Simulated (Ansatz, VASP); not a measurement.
Sb in VASP and in Ansatz

INCAR

```
SYSTEM = Sb
PREC     = Accurate       ! precision mode
ENCUT    = 520            ! plane-wave cutoff, eV
EDIFF    = 1E-6           ! SCF threshold, eV
ISMEAR   = 0              ! smearing method
SIGMA    = 0.15           ! smearing width, eV
LREAL    = .False.        ! projectors in reciprocal space
LASPH    = .True.         ! aspherical terms in the spheres
NELM     = 100            ! most SCF steps
ALGO     = Normal         ! electronic algorithm
ISIF     = 2              ! what is computed and relaxed
LWAVE    = .False.        ! write WAVECAR
LCHARG   = .False.        ! write CHGCAR
GGA      = PS             ! functional
NBANDS   = 8              ! bands
```

KPOINTS

```
regular mesh
0
Gamma
  16 16 16
  0 0 0
```

The input POSCAR:

```
Sb
1.0
    3.1600000000      0.0000000000      0.0000000000
    0.0000000000      3.0415000000      0.0000000000
    0.0000000000      0.0000000000      3.1600000000
Sb
1
Direct
    0.0000000000      0.0000000000      0.0000000000
```

Input for Ansatz:

```yaml
crystal:
  lattice:
    - [3.16, 0.0, 0.0]
    - [0.0, 3.0415, 0.0]
    - [0.0, 0.0, 3.16]
  atoms:
    - { symbol: Sb, position: [0.0, 0.0, 0.0] }
basis:
  ecutwfc: 420
kpoints:
  mp_grid: { grid: [16, 16, 16] }
hamiltonian:
  xc: pbesol
scf:
  occupations: { method: gaussian, width: 0.15 }
output:
  forces: true
  stress: true
  eigenvalues: true
```

Change from the starting cell: strain -0.0375 x Voigt [0, 1, 0, 0, 0, 0], atoms carried along.

Alike in both runs: task single point; functional PBEsol; k mesh 16 × 16 × 16; occupations gaussian, width 0.15 eV; no spin polarisation.

|  | VASP | Ansatz |
| --- | --- | --- |
| version | VASP 6.6.1 | Ansatz 0.2.0 |
| potentials or method | VASP PAW PBE potentials, release 64 (Sb) | scalar-relativistic, plane waves, PAW |
| plane-wave cutoff (eV) | 520 | 420 |
| valence electrons in the cell | 5 | 15 |

VASP gave:

- gap on the k mesh at the Fermi level (eV): none
- pressure (GPa): -3.0
- largest component of the traceless stress (GPa): 2.28

Task: Estimate Ansatz's values.

Result: gap on the k mesh at the Fermi level (eV): none; pressure (GPa): -3.0; largest component of the traceless stress (GPa): 2.24.

A gap of «none» marks a metal or a gap that the smearing closes. The two sets of potentials don't hold the same shells in valence.

Caveats: the PAW data sets were made with another functional, which shifts forces and pressure a little (VASP). The runs have no spin-orbit coupling, so splittings on Sb are missing.
